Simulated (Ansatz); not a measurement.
# A series in volume per atom on CdO

Equation of state of a cubic crystal from periodic Kohn-Sham density functional theory without spin; pressure corrected for the finite basis. The results are calculated, by Ansatz 0.2.0 development build.

Cell of the first row (space group Fm-3m, No. 225):
```
CdO
1.0
      0.0000     2.3351     2.3351
      2.3351     0.0000     2.3351
      2.3351     2.3351     0.0000
Cd O
1 1
Direct
  0.00000 0.00000 0.00000
  0.50000 0.50000 0.50000
```

Settings of every row: formula CdO; structure type rock salt; functional PBE; spin treatment none; k mesh 20x20x20; occupation method fermi-dirac; occupation width 0.061225619 eV; wave cutoff 930 eV; datasets hand-made PAW; density cutoff ratio 5.

Limits: the SCF threshold is loose for a stress in some rows.

| row | volume per atom (Å³) | pressure (GPa) | energy above lowest point (meV/atom) |
| --- | --- | --- | --- |
| 1 | 12.733 | 9.082 | 21.8 |
| 2 | 13.004 | 5.712 | 9.35 |
| 3 | 13.275 | ? | ? |
| 4 | 13.546 | 0.037 | 0 |
| 5 | 13.817 | -2.344 | 1.99 |
| 6 | 14.088 | -4.464 | 7.78 |
| 7 | 14.359 | -6.351 | 16.96 |

Question: what pressure and energy above lowest point should row 3 give?

Worked fit of pressure. Take u = (V_r/V)^(2/3) − 1 with V_r = 13.681 Å³ an atom, which is twice the finite (Eulerian) strain; such expansions in the strain, on which the Birch-Murnaghan equation of state is built, carry the rest volume and the bulk modulus. The shown rows have u = 0.04904, 0.03441, 0.00663, -0.00657, -0.01935, -0.03173. Least squares give pressure = −1.1836 + 180.288 × u + 566.2 × u² + 530.4 × u³ GPa; a parabola predicts inner rows, each left out in turn, worse (root mean square 0.011 against 0.00041 GPa). All shown rows lie on it to the printed digit. The pressure vanishes at u = 0.0064, or V = 13.55 Å³ an atom, and there the bulk modulus at fixed shape and fractions is B = −V dP/dV = (2/3)(1 + u) dP/du = 126 GPa. The withheld row has u = 0.02029, so the fit gives −1.1836 + 180.288 × (0.02029) + 566.2 × (0.02029)² + 530.4 × (0.02029)³ = 2.712 GPa.

The calculation gave 2.71 GPa. The fit lies 0.002 GPa (0.013 % of the column's range) above it; its largest miss of a shown row is 0.000 GPa.

Worked fit of energy above lowest point. Take u = (V_r/V)^(2/3) − 1 with V_r = 13.681 Å³ an atom, which is twice the finite (Eulerian) strain; such expansions in the strain, on which the Birch-Murnaghan equation of state is built, carry the rest volume and the bulk modulus. The shown rows have u = 0.04904, 0.03441, 0.00663, -0.00657, -0.01935, -0.03173. Least squares give energy above lowest point = 0.489 − 151.47 × u + 11729.5 × u² + 4501 × u³ meV/atom; a parabola predicts inner rows, each left out in turn, worse (root mean square 0.091 against 0.0032 meV/atom). All shown rows lie on it to the printed digit. Its lowest point lies at u = 0.0064, or V = 13.55 Å³ an atom, and the curvature there gives the bulk modulus at fixed shape and fractions, B = (4/9)(1 + u)² E″(u)/V = 126 GPa. The withheld row has u = 0.02029, so the fit gives 0.489 − 151.47 × (0.02029) + 11729.5 × (0.02029)² + 4501 × (0.02029)³ = 2.28 meV/atom.

The calculation gave 2.28 meV/atom. The fit meets it to the printed digit.
